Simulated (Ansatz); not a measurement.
# HfN (Fm-3m) in Ansatz: notebook

The runs below take HfN through relaxation of cell and atoms, with RPBE+D4, PBE.

Everything below comes from runs of Ansatz 0.2.0. Logs are shortened: lines on timing, memory, paths and dates and some standing lists are left out, and cuts for length are marked.

## (1) Starting point

It takes space group Fm-3m (No. 225, cubic). Conventional cell: a = 4.512 Å, b = 4.512 Å, c = 4.512 Å, α = 90.00°, β = 90.00°, γ = 90.00°. Hf (site symmetry m-3m) is surrounded by 6 N at 2.26 Å. N (site symmetry m-3m) is surrounded by 6 Hf at 2.26 Å.

## (2) Relaxation of cell and atoms, RPBE+D4

Input file input.yaml:

```yaml
crystal:
  lattice:
    - [0.0, 2.256, 2.256]
    - [2.256, 0.0, 2.256]
    - [2.256, 2.256, 0.0]
  atoms:
    - { symbol: Hf, position: [0.0, 0.0, 0.0] }
    - { symbol: "N", position: [0.5, 0.5, 0.5] }
kpoints:
  mp_grid: { grid: [10, 10, 10] }
scf:
  occupations: { method: fermi_dirac, width: 0.05 }
hamiltonian:
  xc: rpbe
  dispersion: d4
  pseudopotentials: { kind: all_electron, lapw: { basis_error: 0.001 } }
output:
  forces: true
  stress: true
relax:
  f_tol: 0.01
  max_steps: 60
  cell: {}
```

Potentials or basis: all-electron LAPW, scalar-relativistic.

Launch:

```bash
$ ansatz run input.yaml --threads 1 --pin off --max-ram 3072MiB --backend cpu --events-out ev --progress --plain --runs-dir out
```

What it wrote:

```text
Warning: RAYON_NUM_THREADS=1 ignored (pool sized by the plan → 1); use --threads N
The last accepted step is kept in <dir> (removed where the run ends without a failure and the disk answers)
LAPW: plane waves up to 9.825 Å⁻¹, error target 1.0e-3 eV per atom; small_component_spin mean_spin; N in spheres of 0.920 Å, 7 of its electrons in bands, Dirac shells []; Hf in spheres of 1.269 Å, 42 of its electrons in bands, Dirac shells [] (how accurate: hamiltonian.pseudopotentials.lapw.basis_error, Limitations)
Engine: ansatz 0.2.0, x86_64-unknown-linux-gnu
Pseudopotentials: kind: all_electron
Pseudopotential: Hf, LAPW, valence charge 42, lapw/all_electron/scalar/gaussian/Hf, Koelling and Harmon's equation, gaussian nucleus
Pseudopotential: N, LAPW, valence charge 7, lapw/all_electron/scalar/gaussian/N, Koelling and Harmon's equation, gaussian nucleus
Functional definition: RPBE
  parameter kappa = 0.804
  parameter beta = 0.06672455060314922
  exchange = rpbe_x(kappa = kappa, mu = beta*pi^2/3)
  correlation = pbe_c(beta = beta)
Crystal: 2 atoms, lattice volume = 22.964 Å³
Basis set: ecut = 367.78160963400234 eV, 339 PW (Γ), exchange–correlation at level 2
Bands: 30, of which v1, the nominal top of the filled ones, is band 25 counted from 1 (24 counted from 0)
Symmetry: 48 space group operations
Space group: Fm-3m (ITA 225), of the structure as read, at distance tolerance 2.8e-5 Å
k-points: 47 of 1000
Non-local potential: Hf, projectors of the file, none
Non-local potential: N, projectors of the file, none
Initial density: superposition of atomic densities (chi_scale 0.1, normalization cell, long waves kept (reshape's long-wave potential 0.00 eV rms))
Initial wavefunctions: plane waves of lowest kinetic energy (no species holds an atomic orbital)
Functional: x = rpbe, c = pbe(β = 0.06672455060314922)
iter 1 solved again at ethr=1.01e-2 eV; its pass at ethr=1.00e-1 eV (dr2=4.94e0 eV) is discarded
SCF iter   1: F=—  HF=-411760.492471 eV  |F-HF|=—  |Δ(HF+E_count)|=         —  Δρ=1.29e-1  dr2=4.94e0  ethr=1.01e-2  ⟨swp⟩=2.0  Hψ=8770  notcnv=0
preconditioner: auto → none  [insulator: Δε(μ)=0.183 eV  Ē_g=19.260 eV  σ=0.050 eV  W_gap=0.64  n_scr=14 (ndim 8)  ℏωp=41.7 eV  f_vac=0.000  D(μ)=0.34/eV (n_scr^D=0)  ε∞_Penn≈5.7]
SCF iter   2: F=—  HF=-411759.527146 eV  |F-HF|=—  |Δ(HF+E_count)|=   9.65e-1  Δρ=7.88e-2  dr2=1.56e0  ethr=1.01e-2  ⟨swp⟩=3.0  Hψ=4220  notcnv=0
iter 3 solved again at ethr=1.26e-4 eV; its pass at ethr=3.19e-3 eV (dr2=6.19e-2 eV) is discarded
SCF iter   3: F=—  HF=-411758.553559 eV  |F-HF|=—  |Δ(HF+E_count)|=   9.74e-1  Δρ=1.51e-2  dr2=6.20e-2  ethr=1.26e-4  ⟨swp⟩=2.0  Hψ=7299  notcnv=0
SCF iter   4: F=—  HF=-411758.554970 eV  |F-HF|=—  |Δ(HF+E_count)|=         —  Δρ=1.70e-3  dr2=4.21e-4  ethr=1.26e-4  ⟨swp⟩=2.0  Hψ=4386  notcnv=0
the basis was enlarged: its passes take 334.8 KiB over the memory plan, 1 of 1 planned eigensolver slots
SCF iter   5: F=—  HF=-411758.546490 eV  |F-HF|=—  |Δ(HF+E_count)|=   8.48e-3  Δρ=3.23e-3  dr2=3.27e-3  ethr=8.59e-7  ⟨swp⟩=3.0  Hψ=4674  notcnv=0
SCF iter   6: F=—  HF=-411758.545177 eV  |F-HF|=—  |Δ(HF+E_count)|=   1.31e-3  Δρ=3.16e-4  dr2=2.62e-5  ethr=8.59e-7  ⟨swp⟩=3.0  Hψ=4374  notcnv=0
SCF iter   7: F=—  HF=-411758.545180 eV  |F-HF|=—  |Δ(HF+E_count)|=   3.66e-6  Δρ=3.68e-5  dr2=9.66e-8  ethr=5.35e-8  ⟨swp⟩=2.0  Hψ=4207  notcnv=0
SCF iter   8: F=-411758.545181 eV  HF=-411758.545181 eV  |F-HF|=4.02e-9  |Δ(HF+E_count)|=   3.99e-7  Δρ=3.87e-6  dr2=1.15e-9  ethr=1.97e-10  ⟨swp⟩=3.0  Hψ=4434  notcnv=0
SCF 1 converged in 8 iterations: F = -411758.545181 eV  dr2 = 1.15e-9
relax step   1: F+E_penalty+E_count = -411758.54518073 eV  Δ(F+E_penalty+E_count) = +0.000e0 eV  max|allowed force component| = 1.003e-30 eV/Å  Δτ_max = 0.0000 Å  P = +1.022 GPa  Ω = 22.964 Å³  (8 SCF iters, accepted)
Crystal: 2 atoms, lattice volume = 23.090 Å³
Basis set: ecut = 366.43854050006496 eV, 339 PW (Γ), exchange–correlation at level 2
Initial density: handed on by an earlier stage of this run
Initial wavefunctions: those handed on with the density
iter 1 solved again at ethr=6.28e-9 eV; its pass at ethr=1.00e-1 eV (dr2=3.08e-6 eV) is discarded
SCF iter   1: F=—  HF=-411758.545419 eV  |F-HF|=—  |Δ(HF+E_count)|=         —  Δρ=1.63e-4  dr2=4.79e-6  ethr=6.28e-9  ⟨swp⟩=4.8  Hψ=7697  notcnv=0
preconditioner: auto → Kerker (q_TF=auto, 3.093 Å⁻¹)  [metal: Δε(μ)=0.061 eV  Ē_g=19.897 eV  σ=0.050 eV  W_gap=0.29  n_scr=14 (ndim 8)  ℏωp=41.6 eV  f_vac=0.000  D(μ)=0.82/eV (n_scr^D=8)]
SCF iter   2: F=—  HF=-411758.545416 eV  |F-HF|=—  |Δ(HF+E_count)|=   2.52e-6  Δρ=1.11e-4  dr2=3.29e-6  ethr=6.28e-9  ⟨swp⟩=3.0  Hψ=4287  notcnv=0
SCF iter   3: F=—  HF=-411758.545415 eV  |F-HF|=—  |Δ(HF+E_count)|=   1.17e-6  Δρ=6.32e-5  dr2=1.03e-6  ethr=6.28e-9  ⟨swp⟩=2.0  Hψ=4209  notcnv=0
SCF iter   4: F=—  HF=-411758.545415 eV  |F-HF|=—  |Δ(HF+E_count)|=   2.30e-7  Δρ=3.68e-5  dr2=4.02e-7  ethr=2.10e-9  ⟨swp⟩=2.0  Hψ=4207  notcnv=0
SCF iter   5: F=—  HF=-411758.545415 eV  |F-HF|=—  |Δ(HF+E_count)|=   2.85e-9  Δρ=1.95e-5  dr2=1.20e-7  ethr=8.20e-10  ⟨swp⟩=2.0  Hψ=4207  notcnv=0
iter 6 solved again at ethr=6.24e-12 eV; its pass at ethr=2.45e-10 eV (dr2=3.06e-9 eV) is discarded
SCF iter   6: F=-411758.545415 eV  HF=-411758.545415 eV  |F-HF|=6.40e-10  |Δ(HF+E_count)|=   2.26e-8  Δρ=4.53e-6  dr2=3.05e-9  ethr=6.24e-12  ⟨swp⟩=2.0  Hψ=7066  notcnv=0
SCF 2 converged in 6 iterations: F = -411758.545415 eV  dr2 = 3.05e-9
relax step   2: F+E_penalty+E_count = -411758.54541504 eV  Δ(F+E_penalty+E_count) = -2.343e-4 eV  max|allowed force component| = 1.939e-30 eV/Å  Δτ_max = 0.0000 Å  P = -0.422 GPa  Ω = 23.090 Å³  (6 SCF iters, accepted)
Crystal: 2 atoms, lattice volume = 23.053 Å³
Basis set: ecut = 366.83118430894774 eV, 339 PW (Γ), exchange–correlation at level 2
iter 1 solved again at ethr=4.31e-10 eV; its pass at ethr=1.00e-1 eV (dr2=2.11e-7 eV) is discarded
SCF iter   1: F=—  HF=-411758.545463 eV  |F-HF|=—  |Δ(HF+E_count)|=         —  Δρ=4.74e-5  dr2=3.97e-7  ethr=4.31e-10  ⟨swp⟩=4.9  Hψ=7708  notcnv=0
preconditioner: auto → Kerker (q_TF=auto, 3.094 Å⁻¹)  [metal: Δε(μ)=0.061 eV  Ē_g=19.906 eV  σ=0.050 eV  W_gap=0.29  n_scr=14 (ndim 8)  ℏωp=41.6 eV  f_vac=0.000  D(μ)=0.82/eV (n_scr^D=8)]
SCF iter   2: F=—  HF=-411758.545464 eV  |F-HF|=—  |Δ(HF+E_count)|=   1.28e-6  Δρ=3.24e-5  dr2=2.78e-7  ethr=4.31e-10  ⟨swp⟩=3.0  Hψ=4337  notcnv=0
SCF iter   3: F=-411758.545464 eV  HF=-411758.545464 eV  |F-HF|=4.77e-8  |Δ(HF+E_count)|=   1.02e-7  Δρ=1.80e-5  dr2=8.15e-8  ethr=4.31e-10  ⟨swp⟩=2.1  Hψ=4216  notcnv=0
SCF 3 converged in 3 iterations: F = -411758.545464 eV  dr2 = 8.15e-8
relax step   3: F+E_penalty+E_count = -411758.54546410 eV  Δ(F+E_penalty+E_count) = -4.906e-5 eV  max|allowed force component| = 8.053e-31 eV/Å  Δτ_max = 0.0000 Å  P = -0.004 GPa  Ω = 23.053 Å³  (3 SCF iters, accepted)
iter 1 solved again at ethr=1.20e-10 eV; its pass at ethr=1.00e-1 eV (dr2=5.88e-8 eV) is discarded
SCF iter   1: F=—  HF=-411758.545463 eV  |F-HF|=—  |Δ(HF+E_count)|=         —  Δρ=1.69e-5  dr2=5.89e-8  ethr=1.20e-10  ⟨swp⟩=3.0  Hψ=6942  notcnv=0
SCF iter   2: F=-411758.545464 eV  HF=-411758.545464 eV  |F-HF|=3.52e-8  |Δ(HF+E_count)|=   1.60e-6  Δρ=1.31e-5  dr2=4.49e-8  ethr=1.20e-10  ⟨swp⟩=3.0  Hψ=4454  notcnv=0
SCF 4 converged in 2 iterations: F = -411758.545464 eV  dr2 = 4.49e-8
relax step   4: F+E_penalty+E_count = -411758.54546427 eV  Δ(F+E_penalty+E_count) = -1.646e-7 eV  max|allowed force component| = 1.906e-30 eV/Å  Δτ_max = 0.0000 Å  P = -0.002 GPa  Ω = 23.053 Å³  stress off target by 2.04e-3 GPa  SCF on the basis re-selected at this cell (its energy is not comparable with the rows above)  (2 SCF iters)
basis re-selected at this cell: Δ(F+E_penalty+E_count) = -1.646e-7 eV, ΔP = +0.002 GPa vs the last step (what re-selecting the basis moved, after the strain that the cell walked since its last selection, with what the two solves' SCF thresholds leave and, on support functions, any second-order correction that the steps lacked; it is no measure of the basis error at this ecutwfc). This SCF's stress stands 2.04e-3 GPa from its target on what of the cell is left free (relax.cell.stress_tol is 5.00e-2 GPa) and its largest allowed force component is 1.91e-30 eV/Å (relax.f_tol is 1.00e-2 eV/Å): within both
SCF converged after 2 iterations
Free energy (F): -411758.545464 eV
Harris-Foulkes:  -411758.545464 eV  (|F-HF|=3.52e-8)
Internal energy: -411758.539006 eV  (E = F + TS)
E sigma→0 (E₀):  -411758.542235 eV
Entropy (-TS):   -0.006458 eV (-3.229 meV/atom)
Fermi energy:    24.428196 eV
--- Per-component energies (eV) ---
  E_band       = -4389.165207
  E_kinetic    = 457993.767796
  E_xc         = -8619.576765
  E_electrostatic = -861131.644808  (all electrons and nuclei)
  E_disp       = -1.085229  (pairwise vdW)
  E_smearing   = -0.006458  (= −TS)
  E_closure    = 0.000000  (closes the sum)
  E_atoms      = -411739.420992  (free atoms, spherical and without spin; not in F)
  Σ components = -411758.545464   (vs F -411758.545464, Δ=0.00e0)
  Basis errors (estimates in eV, not in F): energy 3.5e-4 per atom: plane waves 3.1e-4 (1.8e-4 summed), levels above the bands 2.5e-21, relativity 6.7e-8, radial functions 4.0e-5, core shells 1.0e-6; eigenvalues (radial functions only) 3.3e-6; not estimated: angular momenta, meshes, grids; target (lapw.basis_error) 1.0e-3; muffin-tin radii N 0.921 Å, Hf 1.270 Å
--- Forces (eV/Å), atoms counted from 1 ---
  atom   1  Hf    -0.00000000    -0.00000000     0.00000000
  atom   2  N      0.00000000    -0.00000000    -0.00000000
  max |Σ_I F_I| component: 2.50e-30 eV/Å
--- Stress (GPa, compression-positive) ---
       -0.002038      -0.000000      -0.000000
       -0.000000      -0.002038      -0.000000
       -0.000000      -0.000000      -0.002038
  P = ⅓ Tr σ = -0.0020 GPa (-0.020 kbar)
--- Relaxed structure (3 steps of the walk, 3 accepted, 1 SCFs on fresh bases) ---
  F+E_penalty+E_count = -411758.54546427 eV   max|allowed force component| = 1.906e-30 eV/Å   (the final SCF, on the basis selected at the relaxed cell)
  cell:  # Å, volume = 23.0533 Å³
    - [9.681206862501621e-34, 2.258920652049198, 2.258920652049198]
    - [2.258920652049198, -4.0762976263164716e-34, 2.258920652049198]
    - [2.258920652049198, 2.258920652049198, -6.623983642764267e-34]
  atoms:
    - { symbol: Hf, position: [1.8063151963095678e-37, -3.4736830698167533e-37, -5.141050943323907e-37] }
    - { symbol: N, position: [0.5, 0.5, 0.5] }
```

Run time: 21 s. Hardware: 1 thread of Intel Xeon 6975P-C (Granite Rapids), shared host; peak memory 0.37 GiB.

Results:

```
Free energy                            : -411758.5455 eV
Relaxed volume                         : 11.53 Å³/atom
Relaxed cell                           : a = 3.195 Å, b = 3.195 Å, c = 3.195 Å, α = 60.00°, β = 60.00°, γ = 60.00°
Space group after relaxing (to 0.05 Å) : Fm-3m (No. 225)
Energy gained by relaxing              : 0.1 meV/atom
Ionic steps                            : 4
Pressure after relaxing                : 0.0 GPa
```

Step by step:
| step | energy change (eV) | largest force (eV/Å) | volume (Å³) |
| --- | --- | --- | --- |
| 1 | 0.0000 | 0.0000 | 22.96 |
| 2 | -0.0002 | 0.0000 | 23.09 |
| 3 | -0.0003 | 0.0000 | 23.05 |
| 4 | -0.0003 | 0.0000 | 23.05 |

Final structure:
```xyz
2
Lattice="0.0000 2.2589 2.2589 2.2589 0.0000 2.2589 2.2589 2.2589 0.0000" Properties=species:S:1:pos:R:3 pbc="T T T"
Hf    0.0000    0.0000    0.0000
N     2.2589    2.2589    2.2589
```

Spin-orbit coupling is left out, which matters for the levels of Hf. Zero-point motion and thermal expansion aren't in these numbers.

## (3) Relaxation of cell and atoms, PBE

input.yaml: that of step 2 with these lines changed.

```diff
@@ -13,4 +13,3 @@
 hamiltonian:
-  xc: rpbe
-  dispersion: d4
+  xc: pbe
   pseudopotentials: { kind: all_electron, lapw: { basis_error: 0.001 } }
@@ -20,3 +19,3 @@
 relax:
-  f_tol: 0.01
+  f_tol: 0.005
   max_steps: 60
```

Potentials or basis: all-electron LAPW, scalar-relativistic.

Launch:

```bash
$ ansatz run input.yaml --threads 1 --pin off --max-ram 3072MiB --backend cpu --events-out ev --progress --plain --runs-dir out
```

It took 24 s on 1 thread of Intel Xeon 6975P-C (Granite Rapids), shared host; peak memory 0.38 GiB.

Results (log left out):

```
Free energy                            : -411743.6966 eV
Relaxed volume                         : 11.76 Å³/atom
Relaxed cell                           : a = 3.216 Å, b = 3.216 Å, c = 3.216 Å, α = 60.00°, β = 60.00°, γ = 60.00°
Space group after relaxing (to 0.05 Å) : Fm-3m (No. 225)
Energy gained by relaxing              : 5.7 meV/atom
Ionic steps                            : 5
Pressure after relaxing                : 0.0 GPa
```

Step by step:
| step | energy change (eV) | largest force (eV/Å) | volume (Å³) |
| --- | --- | --- | --- |
| 1 | 0.0000 | 0.0000 | 22.96 |
| 2 | -0.0089 | 0.0000 | 23.80 |
| 3 | -0.0114 | 0.0000 | 23.53 |
| 4 | -0.0114 | 0.0000 | 23.52 |
| 5 | -0.0114 | 0.0000 | 23.52 |

Final structure:
```xyz
2
Lattice="0.0000 2.2742 2.2742 2.2742 0.0000 2.2742 2.2742 2.2742 0.0000" Properties=species:S:1:pos:R:3 pbc="T T T"
Hf    0.0000    0.0000    0.0000
N     2.2742    2.2742    2.2742
```

Spin-orbit coupling is left out, which matters for the levels of Hf. PBE usually gives volumes a little too large and moduli too small.
